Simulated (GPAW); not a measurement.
# CdS: single point with TB-mBJ

CdS:

```
CELL_PARAMETERS angstrom
0.00000 2.75324 2.75324
2.75324 0.00000 2.75324
2.75324 2.75324 0.00000
ATOMIC_POSITIONS crystal
Cd 0.00000 0.00000 0.00000
S 0.50000 0.50000 0.50000
```

Measurements of this composition are mostly on another form, of space group No. 186.

| Item | Value |
| --- | --- |
| Program | GPAW 26.7.0 |
| Task | single point |
| Functional | TB-mBJ |
| Potentials or basis | GPAW PAW data sets for LDA (gpaw-data 1.2.1) |
| Cutoff | 600 eV |
| Basis | pw |
| k mesh | 8 × 8 × 8 |
| Occupations | fermi-dirac, width 0.05 eV |
| Spin | no spin polarisation |
| Maxiter | 150 |

```json
{"Band gap on the k mesh": "1.64 eV, indirect (least direct gap 2.91 eV)"}
```

Levels at points of the mesh, in eV from the valence-band top:
| k point | band 7 | band 8 | band 9 | band 10 | band 11 | band 12 |
| --- | --- | --- | --- | --- | --- | --- |
| (0.00, 0.00, 0.00) | -0.62 | -0.62 | -0.62 | 2.29 | 9.52 | 9.52 |
| (0.50, 0.50, 0.00) | -3.70 | -1.85 | -1.85 | 1.64 | 6.67 | 10.96 |
| (0.50, 0.50, 0.50) | -4.21 | 0.00 | 0.00 | 4.66 | 6.85 | 6.85 |

It took 46 s on 1 thread of Arm Neoverse V2, on a shared host, peak memory 0.28 GiB.

Caveat: a model potential gives levels but no total energy. A k mesh can miss the band edges.
